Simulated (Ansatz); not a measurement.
## Barrier of one jump, H in TlCl

The calculation used DFT PBE, scalar-relativistic, plane waves, PAW in Ansatz. Run with 420 eV cutoff, 2×2×2 k-mesh, shifted by half a step, Gaussian smearing of 0.02 eV, no spin polarisation.

Host crystal, relaxed:

```xyz
2
Lattice="3.8975 0.0000 0.0000 0.0000 3.8975 0.0000 0.0000 0.0000 3.8975" Properties=species:S:1:pos:R:3 pbc="T T T"
Tl    0.0000    0.0000    0.0000
Cl    1.9487    1.9487    1.9487
```

In a supercell of 16 host sites with charge -1, interstitial H hops to an equivalent place, moving 0.70 Å between the relaxed ends. Climbing-image nudged elastic band at fixed cell with images 0 (start) to 4 (end), the path measured over all atoms, converged to 0.05 eV/Å; the order of the saddle wasn't checked, and the small cell leaves errors of about a tenth of an eV. Zero-point motion and tunnelling, which matter for H, are left out. At the top the atom squeezes straight between two others, where symmetry can hold a band on a ridge, so a bent path, such as one by way of a neighbouring hole, may have a much lower barrier.

Supercell rows in host cell vectors: 0 0 2; -2 0 0; 0 -2 0. H was set at (0.000, 0.250, 0.500) of the host cell.

At the relaxed start H has 2 Tl at 2.21 Å, 1 Tl at 2.56 Å.

Spin-orbit coupling is left out, which matters for the bands and energies of heavy elements.

Problem. How high is the barrier, and where does the atom pass?

Solution. 0.02 eV at image 2, where H has 1 Tl at 2.15 Å, 1 Tl at 2.16 Å.

Cost: 1 run of about 2.3 core-minutes, on Intel Xeon 6975P-C (Granite Rapids) (shared hosts).